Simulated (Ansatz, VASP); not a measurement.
## One calculation of SrO, two programs

The input INCAR:

```
SYSTEM = SrO
ALGO     = Normal         ! electronic algorithm
EDIFF    = 1E-6           ! SCF threshold, eV
ENCUT    = 520            ! plane-wave cutoff, eV
GGA      = PE             ! functional
ISIF     = 2              ! what is computed and relaxed
ISMEAR   = 0              ! smearing method
LASPH    = .True.         ! aspherical terms in the spheres
LCHARG   = .False.        ! write CHGCAR
LREAL    = .False.        ! projectors in reciprocal space
LWAVE    = .False.        ! write WAVECAR
NBANDS   = 15             ! bands
NELM     = 100            ! most SCF steps
PREC     = Accurate       ! precision mode
SIGMA    = 0.011          ! smearing width, eV
```

File KPOINTS:

```
k-points
0
Gamma
  9 9 9
  0 0 0
```

Contents of POSCAR:

```
SrO
1.0
    0.0000000000      2.5663000000      2.5663000000
    2.5663000000      0.0000000000      2.5663000000
    2.5663000000      2.5663000000      0.0000000000
Sr O
1 1
Direct
    0.5000000000      0.5000000000      0.5000000000
    0.0000000000      0.0000000000      0.0000000000
```

Contents of input.yaml:

```yaml
crystal:
  lattice:
    - [0.0, 2.5663, 2.5663]
    - [2.5663, 0.0, 2.5663]
    - [2.5663, 2.5663, 0.0]
  atoms:
    - { symbol: Sr, position: [0.5, 0.5, 0.5] }
    - { symbol: O, position: [0.0, 0.0, 0.0] }
kpoints:
  mp_grid: { grid: [9, 9, 9] }
scf:
  occupations: { method: gaussian, width: 0.011 }
hamiltonian:
  xc: pbe
  pseudopotentials: { kind: all_electron, lapw: { basis_error: 0.001 } }
output:
  forces: true
  stress: true
  eigenvalues: true
```

Alike in both runs: task single point; functional PBE; k mesh 9 × 9 × 9; occupations gaussian, width 0.011 eV; no spin polarisation.

|  | VASP | Ansatz |
| --- | --- | --- |
| version | VASP 6.6.1 | Ansatz 0.2.0 |
| potentials or method | VASP PAW PBE potentials, release 64 (Sr_sv, O) | all-electron LAPW, scalar-relativistic |
| plane-wave cutoff (eV) | 520 | see its input |

Ansatz gave:

| Item | Value |
| --- | --- |
| gap on the k mesh at the Fermi level (eV) | 3.37 |
| least direct gap on the mesh (eV) | 3.45 |
| pressure (GPa) | 3.3 |

**Question.** Estimate VASP's values.

**Answer.** gap on the k mesh at the Fermi level (eV): 3.32; least direct gap on the mesh (eV): 3.41; pressure (GPa): 3.9.

Ansatz ran all-electron here, so the differences hold the error of VASP's frozen core and of both bases.

Caveats: an odd mesh through Γ misses points on the zone boundary, where band edges often lie. PBE gaps usually lie below the measured ones, often by a third to a half.
